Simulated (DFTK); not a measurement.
A run of DFTK 0.8.2:

run.jl

```julia
using DFTK
using PseudoPotentialData
using Unitful, UnitfulAtomic
using LinearAlgebra, Printf
include("save.jl")
disable_threading()

# lattice vectors are the columns
lattice = austrip(1u"Å") * [          3.17         -1.585            0.0;
                      0.0     2.74530053            0.0;
                      0.0            0.0          3.533]
symbols   = [:Zr, :B, :B]
positions = [[0.0, 0.0, 0.0],
             [0.6666666667, 0.3333333333, 0.5],
             [0.3333333333, 0.6666666667, 0.5]]
pseudopotentials = PseudoFamily("dojo.nc.sr.pbe.v0_4_1.standard.upf")
elements = Dict(s => ElementPsp(s, pseudopotentials) for s in unique(symbols))
atoms    = [elements[s] for s in symbols]

build_model(lattice, positions; symmetries=true) =
    model_DFT(lattice, atoms, positions;
              functionals=PBE(),
              temperature=austrip(0.1u"eV"),
              smearing=Smearing.Gaussian(),
              symmetries)
Ecut  = 38.0  # hartree
kgrid = [10, 10, 8]
tol   = 1e-6
to_GPa = ustrip(uconvert(u"GPa", 1u"hartree/bohr^3"))

model = build_model(lattice, positions)
basis = PlaneWaveBasis(model; Ecut, kgrid)
display(basis)
scfres = self_consistent_field(basis;
                               tol,
                               nbandsalg=AdaptiveBands(model; n_bands_converge=14))
display(scfres.energies)
@printf "Fermi level: %.6f eV\n" ustrip(auconvert(u"eV", something(scfres.εF, NaN)))
forces = compute_forces_cart(scfres)
println("Forces (eV/Å)")
for (s, f) in zip(symbols, forces)
    @printf "%-3s %12.6f %12.6f %12.6f\n" s ustrip.(auconvert.(u"eV/Å", f))...
end
stress = compute_stresses_cart(scfres)
println("Stress (GPa)")
display(round.(stress * to_GPa; digits=4))
println("Levels at the first k-point (eV): ", round.(ustrip.(auconvert.(u"eV", scfres.eigenvalues[1][1:scfres.n_bands_converge])); digits=4))
save_scf!(scfres; forces, stress)
```

Potentials or basis: dojo.nc.sr.pbe.v0_4_1.standard.upf (PBE).

Launch:

```bash
$ julia --threads=1 run.jl  # save.jl only writes the numbers to a file and isn't shown; printed stress counts tension as positive; times include loading and compiling
```

Hardware: 1 thread of Intel(R) Xeon(R) 6975P-C (Granite Rapids) (shared host).

**Question.** How long does it take, and how much memory?

**Answer.** Wall time 2.1 min on 1 thread of Intel(R) Xeon(R) 6975P-C (Granite Rapids), on a shared host, peak memory 1.9 GiB. Counts: scf iterations 9, k points 70, plane waves 2339, bands 14.
